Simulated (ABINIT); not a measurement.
Sn in ABINIT: the effect of potentials

Crystal: Sn.

```
Sn
1.0
     0.00000    3.23334    3.23334
     3.23334    0.00000    3.23334
     3.23334    3.23334    0.00000
Sn
2
Direct
  0.75000 0.75000 0.75000
  0.50000 0.50000 0.50000
```

This isn't the form of Sn at room conditions, which is tetragonal (white tin).

Alike in all runs:

```yaml
Program: ABINIT 10.8.3 (patched build)
Task: single point
Functional: r2SCAN
k_mesh: 7 × 7 × 7
Occupations: fermi-dirac, width 0.05 eV
Spin: no spin polarisation
```

```tsv
potentials	cutoff	pressure (GPa)
Ansatz PAW PBE default generated set, frozen core	490 eV	2.1
JTH PAW PBE v2.0	707 eV	2.0
Ansatz NC r2SCAN	1469 eV	2.2
SG15 NC PBE v1.2	707 eV	0.8
PseudoDojo NC SR PBE v0.4.1 standard	1170 eV	?
```

**Question.** What does the run with potentials PseudoDojo NC SR PBE v0.4.1 standard give?

**Answer.** Pressure 1.4 GPa.

Caveats: the PAW data sets were made with another functional, which shifts forces and pressure a little (some runs); the potentials were made for another functional, which shifts forces and pressure (some runs); a meta-GGA on potentials with a model core is unreliable (some runs).

Runs at the PBE level aren't shown here.
